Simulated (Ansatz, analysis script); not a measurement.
# AlNi3: which texture of moments is lowest, part 2 of 2

Aim: rank collinear and non-collinear patterns of moments in one cell of AlNi3.

Ansatz 0.2.0; PBE, PAW set soft_2.

So far, largest spin moment in the atom's sphere (μB): step 2 (starting state) 0.261; step 4 (start: ferro) 0.260.

### 5. Start: random 2 (continued)

Level of this step: Ansatz DFT on spinors from a typed pattern of moment directions; PBE, PAW default (Ansatz).

Spin moment in the atom's sphere by atom:

```csv
atom,x (μB),y (μB),z (μB),size
Al1,-0.011,0.001,0.012,0.016
Ni2,0.180,-0.017,-0.186,0.260
Ni3,0.180,-0.017,-0.186,0.260
Ni4,0.180,-0.017,-0.186,0.260
```

### 6. Start: collinear ++-

The input, input.yaml:

```yaml
crystal:
  lattice:
    - [3.5230547267, 0.0, 0.0]
    - [0.0, 3.5230547267, 0.0]
    - [0.0, 0.0, 3.5230547267]
  atoms:
    - { symbol: Al, position: [0.0, 0.0, 0.0] }
    - { symbol: Ni, position: [0.0, 0.5, 0.5], spin: 0.26, spin_axis: [0.0, 0.0, 1.0] }
    - { symbol: Ni, position: [0.5, 0.0, 0.5], spin: 0.26, spin_axis: [0.0, 0.0, 1.0] }
    - { symbol: Ni, position: [0.5, 0.5, 0.0], spin: 0.26, spin_axis: [0.0, 0.0, -1.0] }
kpoints:
  mp_grid: { grid: [10, 10, 10] }
hamiltonian:
  xc: pbe
scf:
  occupations: { method: fermi_dirac, width: 0.05 }
  max_iter: 120
  convergence: { dr2_threshold: 1.0e-08 }
  lower_state_search: "off"
basis:
  ecutwfc: 420.0
magnetization:
  noncollinear: true
```

Started as:

```console
> ansatz run input.yaml --threads 1 --pin off --max-ram 2560MiB --backend cpu --events-out ev --progress --plain --runs-dir out
```

Numbers of over 12 decimals in the logs are rounded to 6 here.

The program printed:

```text
[...]
Crystal: 4 atoms, lattice volume = 43.728 Å³
Basis set: ecut = 420 eV, 847 PW (Γ)
Bands: 70, of which v1, the nominal top of the filled ones, is band 57 counted from 1 (56 counted from 0)
Symmetry: 16 space group operations + 16 with time reversal
[...]
k-points: 126 of 1000
[...]
Starting moments: Σ|m| = 0.78 μB on 3 of 4 sites
[...]
site 1: m = (+0.0000, +0.0000, +0.0000) μB, |m| = 0.0000 μB  (R = 1.03 Å)
  site 2: m = (+0.0000, +0.0000, +0.0000) μB, |m| = 0.0000 μB  (R = 1.03 Å)
  site 3: m = (+0.0000, +0.0000, +0.0000) μB, |m| = 0.0000 μB  (R = 1.03 Å)
Free energy (F): -18058.358221 eV
[...]
Internal energy: -18058.316170 eV  (E = F + TS)
E sigma→0 (E₀):  -18058.337195 eV
Entropy (-TS):   -0.042051 eV (-10.513 meV/atom)
Fermi energy:    16.435187 eV
[...]
[key lines of the parts left out:]
SCF converged after 27 iterations
Magnetization: |M| = 0.0000 μB,  M = (+0.0000, +0.0000, +0.0000) μB
```

Run time: 4.9 min. Hardware: 1 thread of Arm Neoverse V2, shared host; peak memory 0.77 GiB.

It ends non-magnetic; the largest site carries 0 μB.

The spin moment in the atom's sphere vanishes on all atoms.

### 7. Start: umbrella

input.yaml, the sections that differ from step 6:

```yaml
crystal:
  lattice:
    - [3.5230547267, 0.0, 0.0]
    - [0.0, 3.5230547267, 0.0]
    - [0.0, 0.0, 3.5230547267]
  atoms:
    - { symbol: Al, position: [0.0, 0.0, 0.0] }
    - { symbol: Ni, position: [0.0, 0.5, 0.5], spin: 0.26, spin_axis: [0.894427, 0.0, 0.447214] }
    - { symbol: Ni, position: [0.5, 0.0, 0.5], spin: 0.26, spin_axis: [-0.447214, 0.774597, 0.447214] }
    - { symbol: Ni, position: [0.5, 0.5, 0.0], spin: 0.26, spin_axis: [-0.447214, -0.774597, 0.447214] }
# kpoints, hamiltonian, scf, basis, magnetization: as in step 6
```

The program printed:

```text
[...]
Crystal: 4 atoms, lattice volume = 43.728 Å³
Basis set: ecut = 420 eV, 847 PW (Γ)
Bands: 70, of which v1, the nominal top of the filled ones, is band 57 counted from 1 (56 counted from 0)
Symmetry: 24 space group operations + 24 with time reversal
[...]
k-points: 56 of 1000 (time reversal used)
[...]
Starting moments: Σ|m| = 0.78 μB on 3 of 4 sites
[...]
site 1: m = (-0.0000, +0.0000, +0.2596) μB, |m| = 0.2596 μB  (R = 1.03 Å)
  site 2: m = (+0.0000, -0.0000, +0.2596) μB, |m| = 0.2596 μB  (R = 1.03 Å)
  site 3: m = (+0.0000, +0.0000, +0.2596) μB, |m| = 0.2596 μB  (R = 1.03 Å)
Free energy (F): -18058.368064 eV
[...]
Internal energy: -18058.340705 eV  (E = F + TS)
E sigma→0 (E₀):  -18058.354384 eV
Entropy (-TS):   -0.027359 eV (-6.840 meV/atom)
Fermi energy:    16.475186 eV
[...]
[key lines of the parts left out:]
SCF converged after 29 iterations
Magnetization: |M| = 0.6983 μB,  M = (-0.0000, +0.0000, +0.6983) μB
```

Wall time 2.6 min (1 thread); peak memory 0.53 GiB.

It ends ferromagnetic; the largest site carries 0.260 μB.

Spin moment in the atom's sphere by atom:

```
atom  x (μB)  y (μB)  z (μB)   size
 Al1   0.000   0.000  -0.016  0.016
 Ni2   0.000   0.000   0.260  0.260
 Ni3   0.000   0.000   0.260  0.260
 Ni4   0.000   0.000   0.260  0.260
```

### 8. Side runs that gave no result

| changed | outcome |
| --- | --- |
| magnetization | cut off at the time limit |

### 9. The textures side by side

The last two columns average e·e over the pairs of the two nearest shells of magnetic atoms: 1 is parallel, −1 opposed.

The states reached:

```
        start    final state  energy (meV/magnetic atom)  net moment (μB/cell)  mean moment (μB)  least moment (μB)  typed angles to the first (deg)  final angles to the first (deg)  triple product of the first three  mean cosine, nearest magnetic neighbours  second shell
        ferro  ferromagnetic                           0                0.6983            0.2596             0.2596                              0 0                              0 0                                  0                                         1             1
     random 2  ferromagnetic                           0                0.6983            0.2596             0.2596                           111 42                              0 0                                  0                                         1             1
collinear ++-   non-magnetic                       3.281                     0                 0                  0                            0 180                                -                                  -                                         -             -
     umbrella  ferromagnetic                           0                0.6983            0.2596             0.2596                          102 102                              0 0                                  0                                         1             1
```

### 10. What came out

```yaml
lowest_state_found: ferromagnetic
mean_cosine_between_nearest_magnetic_neighbours_there: 1.0
net_moment_of_the_lowest_state: 0.698 μB a cell
mean_moment_in_the_lowest_state: 0.260 μB
```

The lowest state found is ferromagnetic, reached from the start «ferro», 3.28 meV a magnetic atom under the next one (non-magnetic). 3 of the 4 converged starts end within 0.1 meV of the lowest. 2 starts left the typed angles, so their energies belong to the state reached. 1 of the starts lose their moments altogether. Without spin–orbit coupling only the angles between moments count. Only the listed patterns were tried. The 4 spinor runs took 19 min of wall time, added up. Energies are free energies at a smearing of 0.05 eV, and with partly filled levels differences shift, at times strongly, as the smearing goes to zero.

[Logs and program files are shortened in this print: banners, set-up blocks, solver, clock and traceback lines can be left out without a mark of their own.]

[Logs are printed without paths, hosts, clocks, repeated set-up lines and the standing remarks that a program may print on its own settings, such as how far it seeks lower states.]

[Hosts, paths, dates, database ids (printed as entryN), source tags and the programs' standing remarks are cut or masked in the printed files.]
